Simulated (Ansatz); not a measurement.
Crystal: Al₂O₃, cubic X2O3 (oxygen-deficient fluorite) type, 10 atoms in the cell.

Space group Pn-3m, simple cubic cell, positions in fractions of the edge: Al (0.25 0.25 0.25), (0.75 0.75 0.25), (0.75 0.25 0.75), (0.25 0.75 0.75); O (0.5 0 0), (0 0.5 0), (0 0 0.5), (0.5 0.5 0), (0.5 0 0.5), (0 0.5 0.5).

The calculation used PBE, plane waves, PAW datasets (generated soft set 1) (Ansatz).

Cutoff 420 eV; k-mesh 24×24×24 Γ-centred; Fermi–Dirac smearing of 0.0612 eV; no spin polarisation.

The fit to the energies gives V₀ = 9.837 Å³/atom (a₀ = 4.616 Å), B₀ = 187 GPa, B₀′ = 4.08.

(1) What pressure does the program print at V = 10.242 Å³/atom, and how far above the lowest computed point (V = 9.848 Å³/atom) does the energy lie?

Results:

(1) -6.94 GPa and 9.05 meV/atom. All points:

```
V (Å³/atom)   a (Å)  E − E(min) (meV/atom)  P (GPa)
      9.257  4.5236                  22.17    12.88
      9.454  4.5555                   9.34     8.07
      9.651  4.5869                   2.14     3.73
      9.848  4.6179                   0.00    -0.20
     10.045  4.6485                   2.45    -3.74
     10.242  4.6787                   9.05    -6.94
     10.439  4.7085                  19.38    -9.83
```

The published all-electron PBE values for this crystal (mean of FLEUR and WIEN2k, k-spacing 0.06 Å⁻¹; Bosoni et al., Nat. Rev. Phys. 6, 45 (2024)) are V₀ = 9.848 Å³/atom, B₀ = 186.2 GPa, B₀′ = 4.10.

The stress includes the program's correction for the finite plane-wave basis.

This cubic structure is a model: it isn't the usual form of the substance at ambient conditions, and such phases are metastable or hypothetical.
